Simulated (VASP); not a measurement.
Input of a VASP 6.6.1 run:

INCAR

```
SYSTEM = Ge
PREC = Accurate
ENCUT = 520
EDIFF = 1E-6
ISMEAR = -1
SIGMA = 0.05
LREAL = .False.
LASPH = .True.
NELM = 100
ALGO = Fast
ISIF = 2
LWAVE = .False.
LCHARG = .False.
MAGMOM = 0 0 0 0 0 0 0 0 0 0 0 0
LORBIT = 11
LSORBIT = .True.
GGA_COMPAT = .False.
GGA = PS
```

File KPOINTS:

```
regular mesh
0
Gamma
  5 5 5
  0 0 0
```

Contents of POSCAR:

```
Ge
1.0
    0.0000000000      2.8857400000      5.1156650000
    2.6304970000      0.0000000000      5.1156650000
    2.6304970000      2.8857400000      0.0000000000
Ge
4
Direct
    0.7264900000      0.2735100000      0.7264900000
    0.2735100000      0.7264900000      0.2735100000
    0.2181330000      0.2181330000      0.7818670000
    0.7818670000      0.7818670000      0.2181330000
```

KPOINTS_OPT

```
path GYCDXGZD1HC,C1Z,XH1,HY,LG
10
line-mode
reciprocal
 0.0000000000  0.0000000000  0.0000000000  G
 0.5000000000  0.0000000000  0.5000000000  Y

 0.5000000000  0.0000000000  0.5000000000  Y
 0.5000000000  0.1083705569  0.6083705569  C

 0.5000000000  0.1083705569  0.6083705569  C
 0.0286819066  0.5000000000  0.5286819066  D

 0.0286819066  0.5000000000  0.5286819066  D
 0.0000000000  0.5000000000  0.5000000000  X

 0.0000000000  0.5000000000  0.5000000000  X
 0.0000000000  0.0000000000  0.0000000000  G

 0.0000000000  0.0000000000  0.0000000000  G
 0.5000000000  0.5000000000  0.0000000000  Z

 0.5000000000  0.5000000000  0.0000000000  Z
 0.9713180934  0.5000000000  0.4713180934  D1

 0.9713180934  0.5000000000  0.4713180934  D1
 0.9098640972  0.4098640972  0.5000000000  H

 0.9098640972  0.4098640972  0.5000000000  H
 0.5000000000  0.1083705569  0.6083705569  C

 0.5000000000  0.8916294431  0.3916294431  C1
 0.5000000000  0.5000000000  0.0000000000  Z

 0.0000000000  0.5000000000  0.5000000000  X
 0.0901359028  0.5901359028  0.5000000000  H1

 0.9098640972  0.4098640972  0.5000000000  H
 0.5000000000  0.0000000000  0.5000000000  Y

 0.5000000000  0.5000000000  0.5000000000  L
 0.0000000000  0.0000000000  0.0000000000  G
```

Potentials or basis: VASP PAW PBE potentials, release 64 (Ge_d).

The run is started by

```bash
$ cat potpaw_PBE.64/Ge_d/POTCAR > POTCAR
$ mpirun -np 1 vasp_ncl > vasp.out
```

Problem. Estimate the largest force.

Solution. 0.086 eV/Å.

Problem. Predict the pressure.

Solution. -3.6 GPa.

Stress tensor (GPa, compression positive):
```
-3.31  0.00  0.00
 0.00 -3.73  0.00
 0.00  0.00 -3.62
```

Caveat: the PAW data sets were made with another functional, which shifts forces and pressure a little.
